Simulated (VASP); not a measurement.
# ZnAu: Zn into a neighbouring Zn vacancy

How hard is this move in ZnAu: Zn into a neighbouring Zn vacancy? Both ends are relaxed first, then a band of images between them. The start is a cell from a database of measured crystal structures.

Method: PBE; plane waves and PAW (Au, Zn), in VASP 6.6.1.

### 1. The host crystal

The structure is cubic, space group Pm-3m (No. 221). The conventional cell has a = 3.147 Å, b = 3.147 Å, c = 3.147 Å, α = 90.00°, β = 90.00°, γ = 90.00°. Nearest to Au lie 8 Zn at 2.73 Å. Zn has 8 Au at 2.73 Å nearest. Farther neighbours are not listed.

### 2. Relax the host

The later steps need the crystal at this functional's own lattice; a raised cutoff keeps the stress reliable while the cell changes.

Input file INCAR:

```
SYSTEM = ZnAu
PREC = Accurate
ENCUT = 360
EDIFF = 1E-06
NELM = 120
ISMEAR = 1
SIGMA = 0.15
LREAL = .FALSE.
ALGO = Normal
GGA = PE
NBANDS = 17
LASPH = .TRUE.
LORBIT = 11
LWAVE = .FALSE.
LCHARG = .FALSE.
KPAR = 6
IBRION = 2
NSW = 40
ISIF = 3
EDIFFG = -0.02
POTIM = 0.4
```

Input file POSCAR:

```
ZnAu
1.0
    3.1470000000      0.0000000000      0.0000000000
    0.0000000000      3.1470000000      0.0000000000
    0.0000000000      0.0000000000      3.1470000000
Au Zn
1 1
Direct
    0.0000000000      0.0000000000      0.0000000000
    0.5000000000      0.5000000000      0.5000000000
```

Input file KPOINTS:

```
Automatic mesh
0
Gamma
10 10 10
0 0 0
```

Potentials, in the order of the species: Au and Zn (PBE family, release 64).

On the command line:

```sh
$ mpirun -np 6 vasp_std
```

What it wrote:

```text
[banner, memory and clock lines left out]
running    6 mpi-ranks, on    1 nodes
 distrk:  each k-point on    1 cores,    6 groups
 distr:  one band on    1 cores,    1 groups

 POSCAR found type information on POSCAR AuZn
 POSCAR found :  2 types and       2 ions
|                                                                             |
|           W    W    AA    RRRRR   N    N  II  N    N   GGGG   !!!           |
|           W    W   A  A   R    R  NN   N  II  NN   N  G    G  !!!           |
|           W    W  A    A  R    R  N N  N  II  N N  N  G       !!!           |
|           W WW W  AAAAAA  RRRRR   N  N N  II  N  N N  G  GGG   !            |
|           WW  WW  A    A  R   R   N   NN  II  N   NN  G    G                |
|           W    W  A    A  R    R  N    N  II  N    N   GGGG   !!!           |
|                                                                             |
|     For optimal performance we recommend to set                             |
|       NCORE = 2 up to number-of-cores-per-socket                            |
|     NCORE specifies how many cores store one orbital (NPAR=cpu/NCORE).      |
|     This setting can greatly improve the performance of VASP for DFT.       |
|     The default, NCORE=1 might be grossly inefficient on modern             |
|     multi-core architectures or massively parallel machines. Do your        |
|     Unfortunately you need to use the default for GW and RPA                |
|     calculations (for HF NCORE is supported but not extensively tested      |
|     yet).                                                                   |
|                                                                             |

 LDA part: xc-table for (Slater+PW92), standard interpolation
 POSCAR, INCAR and KPOINTS ok, starting setup
 FFT: planning ... GRIDC
 FFT: planning ... GRID_SOFT
 FFT: planning ... GRID
 WAVECAR not read
 entering main loop
       N       E                     dE             d eps       ncg     rms          rms(c)
DAV:   1     0.103740824037E+03    0.10374E+03   -0.94257E+03  1960   0.136E+03
DAV:   2    -0.172704492349E+01   -0.10547E+03   -0.10144E+03  1995   0.267E+02
DAV:   3    -0.516438471196E+01   -0.34373E+01   -0.34212E+01  2080   0.569E+01
DAV:   4    -0.519093009172E+01   -0.26545E-01   -0.26541E-01  2227   0.438E+00
DAV:   5    -0.519122350368E+01   -0.29341E-03   -0.29341E-03  2080   0.480E-01    0.852E+00
DAV:   6    -0.476645827601E+01    0.42477E+00   -0.12749E+00  2022   0.125E+01    0.537E+00
DAV:   7    -0.473959190367E+01    0.26866E-01   -0.31990E-02  2507   0.398E+00    0.285E+00
DAV:   8    -0.473120036443E+01    0.83915E-02   -0.99900E-03  2033   0.104E+00    0.157E-01
DAV:   9    -0.473119486296E+01    0.55015E-05   -0.29264E-04  2371   0.313E-01    0.747E-02
DAV:  10    -0.473120518720E+01   -0.10324E-04   -0.41257E-05  2101   0.674E-02    0.194E-02
DAV:  11    -0.473120610516E+01   -0.91796E-06   -0.23514E-06  1790   0.246E-02
   1 F= -.47312061E+01 E0= -.47312012E+01  d E =-.473121E+01
 curvature:   0.00 expect dE= 0.000E+00 dE for cont linesearch  0.000E+00
 trial: gam= 0.00000 g(F)=  0.000E+00 g(S)=  0.384E-01 ort = 0.000E+00 (trialstep = 0.100E+01)
 search vector abs. value=  0.384E-01
 bond charge predicted
       N       E                     dE             d eps       ncg     rms          rms(c)
DAV:   1    -0.538373594120E+01   -0.65253E+00   -0.87094E+00  1975   0.521E+01    0.545E+00
DAV:   2    -0.479235696846E+01    0.59138E+00   -0.16204E+00  2136   0.222E+01    0.206E+00
DAV:   3    -0.475433291067E+01    0.38024E-01   -0.60913E-02  2219   0.285E+00    0.138E+00
DAV:   4    -0.474191652351E+01    0.12416E-01   -0.10637E-02  2625   0.201E+00    0.159E-01
DAV:   5    -0.474144224505E+01    0.47428E-03   -0.20259E-03  1999   0.559E-01    0.417E-02
DAV:   6    -0.474145440254E+01   -0.12157E-04   -0.10479E-04  2073   0.912E-02    0.190E-02
DAV:   7    -0.474145681486E+01   -0.24123E-05   -0.18267E-05  2534   0.727E-02    0.181E-03
DAV:   8    -0.474145704152E+01   -0.22666E-06   -0.13904E-06  1221   0.135E-02
   2 F= -.47414570E+01 E0= -.47412824E+01  d E =-.102509E-01
 trial-energy change:   -0.010251  1 .order   -0.011073   -0.038448    0.016303
 step:   0.6827(harm=  0.7022)  dis= 0.00000  next Energy=    -4.744069 (dE=-0.129E-01)
 bond charge predicted
       N       E                     dE             d eps       ncg     rms          rms(c)
DAV:   1    -0.481064725860E+01   -0.69190E-01   -0.86696E-01  2002   0.154E+01    0.172E+00
DAV:   2    -0.474869793844E+01    0.61949E-01   -0.18365E-01  2148   0.934E+00    0.569E-01
DAV:   3    -0.474532968035E+01    0.33683E-02   -0.62093E-03  1913   0.777E-01    0.376E-01
DAV:   4    -0.474426345138E+01    0.10662E-02   -0.53289E-04  2725   0.710E-01    0.125E-01
DAV:   5    -0.474408930655E+01    0.17414E-03   -0.20216E-04  2118   0.152E-01    0.127E-02
DAV:   6    -0.474408912155E+01    0.18500E-06   -0.15374E-05  2069   0.530E-02    0.611E-03
DAV:   7    -0.474408895472E+01    0.16682E-06   -0.52075E-07  1016   0.323E-02
   3 F= -.47440890E+01 E0= -.47440044E+01  d E =-.128828E-01
 curvature:  -0.35 expect dE=-0.356E-05 dE for cont linesearch -0.356E-05
 trial: gam=-0.01602 g(F)=  0.247E-64 g(S)=  0.102E-04 ort = 0.626E-03 (trialstep = 0.937E+00)
 search vector abs. value=  0.280E-08
 reached required accuracy - stopping structural energy minimisation
```

Run time: 5 s. Hardware: 6 MPI ranks of Intel Xeon 6975P-C (Granite Rapids), shared host; peak memory 0.88 GiB.

The logs omit lines about the potential files and the build; timing stands in the text.

From OUTCAR (step 2):

```text
ion  position               nearest neighbor table
   1  0.000  0.000  0.000-   2 2.73   2 2.73   2 2.73   2 2.73   2 2.73   2 2.73   2 2.73   2 2.73

  LATTYP: Found a simple cubic cell.
 ALAT       =     3.1470000000

 Subroutine GETGRP returns: Found 48 space group operations
 (whereof 48 operations were pure point group operations)

The static configuration has the point symmetry O_h .

 Found     56 irreducible k-points:

   k-points           NKPTS =     56   k-points in BZ     NKDIM =     56   number of bands    NBANDS=     17

   dimension x,y,z NGX =    20 NGY =   20 NGZ =   20
   dimension x,y,z NGXF=    40 NGYF=   40 NGZF=   40

   ENCUT  =  360.0 eV  26.46 Ry    5.14 a.u.   4.87  4.87  4.87*2*pi/ulx,y,z

   NELECT =      23.0000    total number of electrons

 k-points in reciprocal lattice and weights: Automatic mesh
   0.00000000  0.00000000  0.00000000       0.001
   0.10000000  0.00000000  0.00000000       0.006
   0.20000000  0.00000000  0.00000000       0.006
   0.30000000  0.00000000  0.00000000       0.006
   0.40000000  0.00000000  0.00000000       0.006
   0.50000000  0.00000000  0.00000000       0.003
   0.10000000  0.10000000  0.00000000       0.012
   0.20000000  0.10000000  0.00000000       0.024
   0.30000000  0.10000000  0.00000000       0.024
[...]
0.50000000  0.50000000  0.40000000       0.006
   0.50000000  0.50000000  0.50000000       0.001

 average (electrostatic) potential at core
       1 -67.5310       2 -33.1381

 E-fermi :   6.7038

 k-point     1 :       0.0000    0.0000    0.0000
  band No.  band energies     occupation
    ...
      7       1.3944      2.00000
      8       1.3944      2.00000
      9       3.0098      2.00000
     10       3.0098      2.00000
     11       3.0098      2.00000
     12      11.6566      0.00000
     13      11.6566      0.00000
     14      11.6566      0.00000
     15      15.1567      0.00000
     16      18.6164      0.00000
    ...

 k-point     2 :       0.1000    0.0000    0.0000
  band No.  band energies     occupation
    ...
      7       1.3700      2.00000
      8       1.4420      2.00000
      9       2.8869      2.00000
     10       2.8869      2.00000
     11       2.9968      2.00000
     12      10.3611      0.00000
     13      11.9748      0.00000
     14      11.9748      0.00000
     15      15.9116      0.00000
     16      18.4558      0.00000
    ...

 k-point     3 :       0.2000    0.0000    0.0000
  band No.  band energies     occupation
    ...
      7       1.3024      2.00000
      8       1.5645      2.00000
      9       2.5880      2.00000
     10       2.5880      2.00000
     11       2.9631      2.00000
     12       8.2255     -0.00000
     13      12.8605      0.00000
     14      12.8605      0.00000
     15      16.5361      0.00000
     16      18.0489      0.00000
    ...

  Total        0.0132710      0.0132710      0.0132710      0.0000000      0.0000000     -0.0000000
  in kB        0.6607061      0.6607061      0.6607061      0.0000000      0.0000000     -0.0000000
  external PRESSURE =       0.6607061 kB  Pullay stress =       0.0000000 kB

  energy-cutoff  :      360.00
  volume of cell :       32.18
      direct lattice vectors                 reciprocal lattice vectors
     3.180788554  0.000000000 -0.000000000     0.314387449 -0.000000000 -0.000000000
     0.000000000  3.180788554 -0.000000000    -0.000000000  0.314387449 -0.000000000
     0.000000000  0.000000000  3.180788554     0.000000000  0.000000000  0.314387449

 POSITION                                       TOTAL-FORCE (eV/Angst)
 -----------------------------------------------------------------------------------
      0.00000      0.00000      0.00000        -0.000000      0.000000      0.000000
      1.59039      1.59039      1.59039         0.000000     -0.000000      0.000000
 -----------------------------------------------------------------------------------
    total drift:                               -0.000000      0.000000     -0.000000

  FREE ENERGIE OF THE ION-ELECTRON SYSTEM (eV)
  ---------------------------------------------------
  free  energy   TOTEN  =        -4.7440889547 eV

  energy  without entropy=       -4.7438352064  energy(sigma->0) =       -4.74400437

 reached required accuracy - stopping structural energy minimisation

 total charge
# of ion       s       p       d       tot
------------------------------------------
    1        0.616   0.371   8.704   9.691
    2        0.517   0.424   9.761  10.702
--------------------------------------------------
tot          1.133   0.795  18.465  20.393

[... 3 further parts left out ...]
```

CONTCAR:

```
ZnAu
   1.00000000000000
     3.1807885535218881    0.0000000000000000   -0.0000000000000000
     0.0000000000000000    3.1807885535218881   -0.0000000000000000
     0.0000000000000000    0.0000000000000000    3.1807885535218881
  Au              Zn
     1     1
Direct
     0.0000000000000000    0.0000000000000000    0.0000000000000000
     0.5000000000000000    0.5000000000000000    0.5000000000000000
```

This run has no spin polarisation. Its electron count is odd, so without a moment it is a metal by construction. The run keeps the 48 symmetry operations of its start, so it cannot find a distortion of lower symmetry.

The steps of the relaxation:

| step | energy less that of the first step (eV) | largest force (eV/Å) | pressure (GPa) | volume (Å³) |
| --- | --- | --- | --- | --- |
| 1 | 0.0000 | 0.0000 | 4.19 | 31.17 |
| 2 | -0.0103 | 0.0000 | -1.70 | 32.66 |
| 3 | -0.0129 | 0.0000 | 0.07 | 32.18 |

```
conventional cell, symmetrised  before  after  change
                         a (Å)   3.147  3.181  +1.1 %
                         b (Å)   3.147  3.181  +1.1 %
                         c (Å)   3.147  3.181  +1.1 %
              volume (Å³/atom)   15.58  16.09  +3.3 %
```

Final coordinates:

```xyz
2
Lattice="3.1808 0.0000 0.0000 0.0000 3.1808 0.0000 0.0000 0.0000 3.1808" Properties=species:S:1:pos:R:3 pbc="T T T"
Au    0.0000    0.0000    0.0000
Zn    1.5904    1.5904    1.5904
```

This step gave:

- electronic cycles: 26
- electrons: 23
- free energy (TOTEN): -4.744 eV
- energy at zero smearing: -4.744 eV
- Fermi energy: 6.704 eV
- metallic: yes

The run ended after 3 ionic steps, 0.013 eV below its first step, once forces and stress met EDIFFG = -0.02.

(Part 1 of 4 ends here.)

[Lines on the potential files, build, host, timing and source positions are cut from VASP's logs without a mark.]

[Logs are printed without paths, hosts, clocks, repeated set-up lines and the standing remarks that a program may print on its own settings, such as how far it seeks lower states.]

[Hosts, paths, dates, database ids (printed as entryN), source tags and the programs' standing remarks are cut or masked in the printed files.]

[Runs that stopped without an error message from VASP are left out.]
